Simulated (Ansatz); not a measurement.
# A series in volume scale on Ru

Results calculated with Ansatz 0.2.0, not measured. Periodic Kohn-Sham DFT of a crystal at fixed atoms, scaled to volume_scale times the given cell; pressure positive in compression, energy less spherical unpolarised free atoms, largest_vzz the field gradient of largest size among the nuclei.

The cell before it is scaled or strained (space group P6_3/mmc, No. 194):
```
Ru
1.0
      2.7058     0.0000     0.0000
     -1.3529     2.3433     0.0000
      0.0000     0.0000     4.2819
Ru
2
Direct
  0.33333 0.66667 0.25000
  0.66667 0.33333 0.75000
```

Settings of every row: method all-electron LAPW; functional PBE; relativity scalar; k mesh 14x14x8; filling fermi-dirac; smearing width 0.03 eV; basis error target 1 meV/atom; nucleus gaussian.

Atom start moment: 0 on all atoms.

```
row  volume scale  V (Å³/atom)  pressure (GPa)  energy less free atoms (eV/atom)
  1          0.96       13.032          19.514                           -9.1971
  2          0.98       13.303          11.571                           -9.2233
  3             1       13.575               ?                                 ?
  4          1.02       13.846          -1.818                           -9.2389
  5          1.04       14.118          -7.437                            -9.231
```

Question: what pressure and energy less free atoms should row 3 give?

Worked fit of pressure. Take u = (V_r/V)^(2/3) − 1 with V_r = 13.575 Å³ an atom, which is twice the finite (Eulerian) strain; such expansions in the strain, on which the Birch-Murnaghan equation of state is built, carry the rest volume and the bulk modulus. The shown rows have u = 0.02759, 0.01358, -0.01309, -0.02581. Least squares give pressure = 4.4749 + 501.783 × u + 1565.5 × u² GPa; a straight line predicts inner rows, each left out in turn, worse (root mean square 0.64 against 0.018 GPa). The rows lie off it by 0.003, -0.007, 0.007, -0.004 (root mean square 0.0055 GPa). The pressure vanishes at u = -0.0092, or V = 13.76 Å³ an atom, and there the bulk modulus at fixed shape and fractions is B = −V dP/dV = (2/3)(1 + u) dP/du = 312 GPa. Letting shape and atoms relax would as a rule lower it, by much in layered, chain or molecular crystals. The withheld row has u = 0, so the fit gives 4.4749 + 501.783 × (0) + 1565.5 × (0)² = 4.475 GPa.

The calculation gave 4.491 GPa. The fit lies 0.016 GPa (0.059 % of the column's range) below it; its largest miss of a shown row is 0.007 GPa.

Worked fit of energy less free atoms. Take u = (V_r/V)^(2/3) − 1 with V_r = 13.575 Å³ an atom, which is twice the finite (Eulerian) strain; such expansions in the strain, on which the Birch-Murnaghan equation of state is built, carry the rest volume and the bulk modulus. The shown rows have u = 0.02759, 0.01358, -0.01309, -0.02581. Least squares give energy less free atoms = −9.23678 + 0.5775 × u + 31.14 × u² eV/atom; a straight line predicts inner rows, each left out in turn, worse (root mean square 0.013 against 0.00026 eV/atom). The rows lie off it by 0.0000, -0.0001, 0.0001, -0.0001. Its lowest point lies at u = -0.0093, or V = 13.77 Å³ an atom, and the curvature there gives the bulk modulus at fixed shape and fractions, B = (4/9)(1 + u)² E″(u)/V = 316 GPa. Letting shape and atoms relax would as a rule lower it, by much in layered, chain or molecular crystals. The withheld row has u = 0, so the fit gives −9.23678 + 0.5775 × (0) + 31.14 × (0)² = -9.2368 eV/atom.

The calculation gave -9.2368 eV/atom. The fit meets it to the printed digit.
